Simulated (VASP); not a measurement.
# PbSe (Clausthalite) (Fm-3m) in VASP: further runs, part 2 of 2

VASP 6.6.1. The steps go on from the part before.

### 3 Band structure, PBE, spin-orbit coupling, no magnetisation

Contents of INCAR:

```
SYSTEM = PbSe
PREC = Accurate
ENCUT = 520
EDIFF = 1E-6
ISMEAR = 0
SIGMA = 0.03
LREAL = .FALSE.
LASPH = .TRUE.
NELM = 80
ALGO = Normal
ISIF = 2
LWAVE = .FALSE.
LCHARG = .FALSE.
MAGMOM = 0 0 0 0 0 0
LORBIT = 11
LSORBIT = .TRUE.
GGA_COMPAT = .FALSE.
GGA = PE
```

Contents of KPOINTS:

```
regular mesh
0
G
  6 6 6
  0 0 0
```

Contents of POSCAR:

```
PbSe                                    
1.0
    0.0000000000      3.0519897379      3.0519897379
    3.0519897379      0.0000000000      3.0519897379
    3.0519897379      3.0519897379      0.0000000000
  Pb              Se            
     1     1
Direct
     0.0000000000000000    0.0000000000000000    0.0000000000000000
     0.5000000000000000    0.5000000000000000    0.5000000000000000
```

KPOINTS_OPT is that of step 2.

Potentials or basis: VASP PAW PBE potentials, release 64 (Pb_d, Se).

The run is started by

```sh
$ cat potpaw_PBE.64/Pb_d/POTCAR potpaw_PBE.64/Se/POTCAR > POTCAR
$ mpirun -np 1 vasp_ncl > vasp.out
```

OUTCAR:

```text
SYSTEM = PbSe
   PREC = Accurate
   ENCUT = 520
   EDIFF = 1E-6
   ISMEAR = 0
   LREAL = .FALSE.
   LASPH = .TRUE.
   NELM = 80
   ISIF = 2
   LORBIT = 11
   LSORBIT = .TRUE.
   GGA = PE

 ion  position               nearest neighbor table
   1  0.000  0.000  0.000-   2 3.05   2 3.05   2 3.05   2 3.05   2 3.05   2 3.05
   2  0.500  0.500  0.500-   1 3.05   1 3.05   1 3.05   1 3.05   1 3.05   1 3.05

  LATTYP: Found a face centered cubic cell.
 ALAT       =     6.1039794758

  Lattice vectors:

 A1 = (   0.0000000000,   3.0519897379,   3.0519897379)
[... 752 lines left out ...]
    -0.0000029    -0.0000029     0.0000168     0.0000000     0.0000056
     0.0000224     0.0000056     0.0000000     0.0000056     0.0000000
 l=   3
     0.0000000     0.0000000     0.0000000     0.0000000     0.0000000     0.0000000     0.0000000
     0.0000000     0.0000000     0.0000000     0.0000000     0.0000000     0.0000000     0.0000000
     0.0000000     0.0000000     0.0000000     0.0000000     0.0000000     0.0000000     0.0000000
     0.0000000     0.0000000     0.0000000     0.0000000     0.0000000     0.0000000     0.0000000
     0.0000000     0.0000000     0.0000000     0.0000000     0.0000000     0.0000000     0.0000000
     0.0000000     0.0000000     0.0000000     0.0000000     0.0000000     0.0000000     0.0000000
     0.0000000     0.0000000     0.0000000     0.0000000     0.0000000     0.0000000     0.0000000

 total charge

# of ion       s       p       d       tot
------------------------------------------
    1        1.458   0.573   9.842  11.873
    2        1.474   2.315   0.019   3.809
--------------------------------------------------
tot          2.933   2.889   9.861  15.682

 magnetization (x)

# of ion       s       p       d       tot
------------------------------------------
    1        0.000  -0.000  -0.000  -0.000
    2        0.000   0.000  -0.000   0.000
--------------------------------------------------
tot          0.000  -0.000  -0.000  -0.000

 magnetization (y)

# of ion       s       p       d       tot
------------------------------------------
    1       -0.000   0.000   0.000  -0.000
    2       -0.000   0.000  -0.000  -0.000
--------------------------------------------------
tot         -0.000   0.000   0.000  -0.000

 magnetization (z)

# of ion       s       p       d       tot
------------------------------------------
    1        0.000  -0.000  -0.000  -0.000
    2        0.000  -0.000   0.000  -0.000
--------------------------------------------------
tot          0.000  -0.000  -0.000  -0.000
```

Wall time 5.8 min (1 thread of Intel Xeon Platinum 8259CL at 2.50GHz (Skylake/Cascade Lake), shared host); peak memory 0.31 GiB.

What came out:

| Property | Result |
| --- | --- |
| Free energy | -8.5981 eV |
| Pressure | 2.3 GPa |
| Valence electrons inside the program's atomic spheres | Pb 11.87; Se 3.81 |

### 4 Band structure, TB-mBJ

POSCAR is that of step 3.

Contents of INCAR.step1:

```
SYSTEM = PbSe
PREC = Accurate
ENCUT = 520
EDIFF = 1E-5
ISMEAR = 0
SIGMA = 0.03
LREAL = .FALSE.
LASPH = .TRUE.
NELM = 80
ALGO = Normal
ISIF = 2
LWAVE = .TRUE.
LCHARG = .FALSE.
GGA = PE
```

Contents of INCAR.step2:

```
SYSTEM = PbSe
PREC = Accurate
ENCUT = 520
EDIFF = 1E-6
ISMEAR = 0
SIGMA = 0.03
LREAL = .FALSE.
LASPH = .TRUE.
NELM = 80
ALGO = Normal
ISIF = 2
LWAVE = .FALSE.
LCHARG = .FALSE.
METAGGA = MBJ
ISTART = 1
```

Contents of KPOINTS:

```
regular mesh
0
G
  8 8 8
  0 0 0
```

KPOINTS_OPT is that of step 3.

The run is started by

```sh
$ cat potpaw_PBE.64/Pb_d/POTCAR potpaw_PBE.64/Se/POTCAR > POTCAR
$ cp INCAR.step1 INCAR
$ mpirun -np 1 vasp_std > vasp.out
$ cp INCAR.step2 INCAR
$ mpirun -np 1 vasp_std > vasp.out
```

Run time: 2 min. Hardware: 1 thread of Intel Xeon Platinum 8259CL at 2.50GHz (Skylake/Cascade Lake), shared host; peak memory 0.22 GiB.

It converged, with:

| Item | Value |
| --- | --- |
| Band gap on the k mesh | 0.83 eV, direct |
| Band gap along the path | 0.83 eV, direct |

Levels at the corners of the path, in eV from the valence-band top:
```csv
point,band 7,band 8,band 9,band 10,band 11,band 12,band 13,band 14
Γ,-5.96,-2.10,-2.10,-2.10,5.10,5.10,5.10,6.71
X,-7.12,-4.96,-3.35,-3.35,4.14,5.97,5.97,6.45
X,-7.12,-4.96,-3.35,-3.35,4.14,5.97,5.97,6.45
W,-7.80,-4.25,-4.25,-0.97,2.26,5.28,5.28,8.10
W,-7.80,-4.25,-4.25,-0.97,2.26,5.28,5.28,8.10
K,-7.83,-4.57,-2.85,-2.39,3.72,4.24,5.78,6.25
K,-7.83,-4.57,-2.85,-2.39,3.72,4.24,5.78,6.25
Γ,-5.96,-2.10,-2.10,-2.10,5.10,5.10,5.10,6.71
Γ,-5.96,-2.10,-2.10,-2.10,5.10,5.10,5.10,6.71
L,-8.63,-1.71,-1.71,0.00,0.83,1.97,1.97,9.32
L,-8.63,-1.71,-1.71,0.00,0.83,1.97,1.97,9.32
U,-7.83,-4.57,-2.85,-2.39,3.72,4.24,5.78,6.25
U,-7.83,-4.57,-2.85,-2.39,3.72,4.24,5.78,6.25
W,-7.80,-4.25,-4.25,-0.97,2.26,5.28,5.28,8.10
W,-7.80,-4.25,-4.25,-0.97,2.26,5.28,5.28,8.10
L,-8.63,-1.71,-1.71,0.00,0.83,1.97,1.97,9.32
L,-8.63,-1.71,-1.71,0.00,0.83,1.97,1.97,9.32
K,-7.83,-4.57,-2.85,-2.39,3.72,4.24,5.78,6.25
U,-7.83,-4.57,-2.85,-2.39,3.72,4.24,5.78,6.25
X,-7.12,-4.96,-3.35,-3.35,4.14,5.97,5.97,6.45
```

Caveat: the PAW data sets were made with another functional, which shifts forces and pressure a little; spin-orbit coupling is left out, which as a rule narrows the gap of such compounds by several tenths of an eV.

### 5 Band structure, TB-mBJ, spin-orbit coupling, no magnetisation

POSCAR is that of step 4.

INCAR.step1: that of step 4 with these lines changed.

```diff
@@ -13,2 +13,7 @@
 LCHARG = .FALSE.
+LNONCOLLINEAR = .TRUE.
+MAGMOM = 0 0 0 0 0 0
+LORBIT = 11
+LSORBIT = .TRUE.
+GGA_COMPAT = .FALSE.
 GGA = PE
```

INCAR.step2: that of step 4 with these lines changed.

```diff
@@ -13,2 +13,7 @@
 LCHARG = .FALSE.
+LNONCOLLINEAR = .TRUE.
+MAGMOM = 0 0 0 0 0 0
+LORBIT = 11
+LSORBIT = .TRUE.
+GGA_COMPAT = .FALSE.
 METAGGA = MBJ
```

Contents of KPOINTS:

```
regular mesh
0
G
  6 6 6
  0 0 0
```

KPOINTS_OPT is that of step 4.

The run is started by

```sh
$ cat potpaw_PBE.64/Pb_d/POTCAR potpaw_PBE.64/Se/POTCAR > POTCAR
$ cp INCAR.step1 INCAR
$ mpirun -np 1 vasp_ncl > vasp.out
$ cp INCAR.step2 INCAR
$ mpirun -np 1 vasp_ncl > vasp.out
```

Wall time 8.4 min (1 thread of Intel Xeon Platinum 8259CL at 2.50GHz (Skylake/Cascade Lake), shared host); peak memory 0.36 GiB.

Results (log left out):

- Valence electrons inside the program's atomic spheres: Pb 11.72; Se 4.12

Caveat: the PAW data sets were made with another functional, which shifts forces and pressure a little.

### 6 Summary

```tsv
level	spin	k mesh	gap on the mesh (eV)	pressure (GPa)
r2SCAN	off	8 × 8 × 8	0.55	2.0
PBE	SOC, no magnetisation	6 × 6 × 6	-	2.3
TB-mBJ	off	8 × 8 × 8	0.83	-
TB-mBJ	SOC, no magnetisation	6 × 6 × 6	-	-
```

Alike in all rows: task band structure; potentials or basis VASP PAW PBE potentials, release 64 (Pb_d, Se); cell as given; cutoff (eV) 520; smearing gaussian 0.03 eV.

Caveats: the PAW data sets were made with another functional, which shifts forces and pressure a little (some runs); spin-orbit coupling is left out, which as a rule narrows the gap of such compounds by several tenths of an eV (some runs).

Absolute energies hang on the potentials; compare differences alone.

### 7 Against experiment

Step 2. Measured gap of PbSe: 0.15 eV (direct; 4.2 K; a printed reference work, monograph). This calculation gives 0.55 eV (+0.40 eV). 2 values of this kind are on record (0.15 to 0.28 eV); this one was drawn at random. Spin-orbit coupling on Pb, Se is left out. The value is that of r2SCAN, without temperature or zero-point motion.

Step 4. A measured gap of PbSe is 0.15 eV (direct; 4.2 K; a printed reference work, monograph); the calculated 0.83 eV misses it by +0.68 eV. 2 values of this kind are on record (0.15 to 0.28 eV); this one was drawn at random. Spin-orbit coupling on Pb, Se is left out. The value is that of TB-mBJ, without temperature or zero-point motion.
